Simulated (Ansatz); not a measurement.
# SnS: the cost of one run

Method: DFT PBE, scalar-relativistic, plane waves, PAW, in Ansatz 0.2.0.

1 further run of the same task is left out (set aside as unsound or not needed).

### Step 1. The starting structure

Symmetry: Pnma, No. 62, orthorhombic system. The conventional cell has a = 11.446 Å, b = 4.023 Å, c = 4.454 Å, α = 90.00°, β = 90.00°, γ = 90.00°. Around Sn (site symmetry m) lie 3 S at 2.66 to 2.69 Å. Around S (site symmetry m) lie 3 Sn at 2.66 to 2.69 Å.

Structure file:

```
CELL_PARAMETERS angstrom
11.44551 0.00000 0.00000
0.00000 4.02328 0.00000
0.00000 0.00000 4.45420
ATOMIC_POSITIONS crystal
Sn 0.12154 0.25000 0.13001
Sn 0.37846 0.75000 0.63001
Sn 0.62154 0.25000 0.36999
Sn 0.87846 0.75000 0.86999
S 0.84990 0.25000 0.47744
S 0.65010 0.75000 0.97744
S 0.34990 0.25000 0.02256
S 0.15010 0.75000 0.52256
```

This cell was relaxed beforehand with the same method: volume 25.64 Å³/atom, gap on the mesh 1.05 eV.

### Step 2. Bands, states and charges

Input file input.yaml:

```yaml
crystal:
  lattice:
    - [11.4455091705, 0.0, 0.0]
    - [0.0, 4.0232845669, 0.0]
    - [0.0, 0.0, 4.4542011089]
  atoms:
    - { symbol: Sn, position: [0.1215423555, 0.25, 0.1300059133] }
    - { symbol: Sn, position: [0.3784576445, 0.75, 0.6300059133] }
    - { symbol: Sn, position: [0.6215423555, 0.25, 0.3699940867] }
    - { symbol: Sn, position: [0.8784576445, 0.75, 0.8699940867] }
    - { symbol: S, position: [0.8498958213, 0.25, 0.4774431144] }
    - { symbol: S, position: [0.6501041787, 0.75, 0.9774431144] }
    - { symbol: S, position: [0.3498958213, 0.25, 0.0225568856] }
    - { symbol: S, position: [0.1501041787, 0.75, 0.5225568856] }
basis:
  ecutwfc: 420
kpoints:
  mp_grid: { grid: [4, 8, 6] }
  band_path:
    path:
      - [[0.0, 0.0, 0.0], [0.5, 0.0, 0.0], [0.5, 0.5, 0.0], [0.0, 0.5, 0.0], [0.0, 0.0, 0.0], [0.0, 0.0, 0.5], [0.5, 0.0, 0.5], [0.5, 0.5, 0.5], [0.0, 0.5, 0.5], [0.0, 0.0, 0.5]]
      - [[0.5, 0.0, 0.0], [0.5, 0.0, 0.5]]
      - [[0.0, 0.5, 0.0], [0.0, 0.5, 0.5]]
      - [[0.5, 0.5, 0.0], [0.5, 0.5, 0.5]]
    npoints: 14
hamiltonian:
  xc: pbe
scf:
  occupations: { method: gaussian, width: 0.02 }
  n_extra_bands: 20
output:
  forces: true
  stress: true
  eigenvalues: true
  populations: true
  dos: { projected: true, de: 0.02, nscf_kmesh: { grid: [6, 12, 9] } }
  bader: true
```

The run is started by

```bash
ansatz run input.yaml --threads 2 --pin off --max-ram 5120MiB --backend cpu --events-out ev --progress --plain --runs-dir out
```

**Question.** How long does this run take on 2 threads of Intel Xeon Platinum 8259CL at 2.50GHz (Skylake/Cascade Lake), shared host, and how much memory does it need?

About 2.5 min, with a peak of 1.4 GiB.
